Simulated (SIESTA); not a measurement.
Crystal: Cu.

```
Cu
1.0
     0.00000    1.80750    1.80750
     1.80750    0.00000    1.80750
     1.80750    1.80750    0.00000
Cu
1
Direct
  0.00000 0.00000 0.00000
```

Base run:

* Program: SIESTA 5.4.2
* Functional: PW91
* Potentials or basis: PseudoDojo 0.4 standard (PBE files)
* Basis: DZP (energy shift 0.002 Ry)
* Grid cutoff: 800 Ry
* Energy shift: 0.002 Ry
* k mesh: 13 × 13 × 13
* Occupations: fermi-dirac, width 0.05 eV
* Spin: no spin polarisation

Its results: band gap on the k mesh none (metal or under the smearing width); pressure -0.1 GPa.

Question: After a change of settings the same cell gave: band gap on the k mesh none (metal or under the smearing width); pressure -9.1 GPa. Which change was it?
A. functional from PW91 to vdW-DF-cx
B. functional from PW91 to SVWN5; potentials or basis from PseudoDojo 0.4 standard (PBE files) to PseudoDojo 0.4 standard (LDA files)
C. functional from PW91 to SOGGA; potentials or basis from PseudoDojo 0.4 standard (PBE files) to PseudoDojo 0.4 standard (PBEsol files)

Answer: C.

Caveats: semicore shells carry a single zeta, which can move pressures by several GPa and volumes by a few percent; the potentials were made for another functional, which shifts forces and pressure; the basis of atomic orbitals isn't converged, which shifts pressures, moduli and gaps.
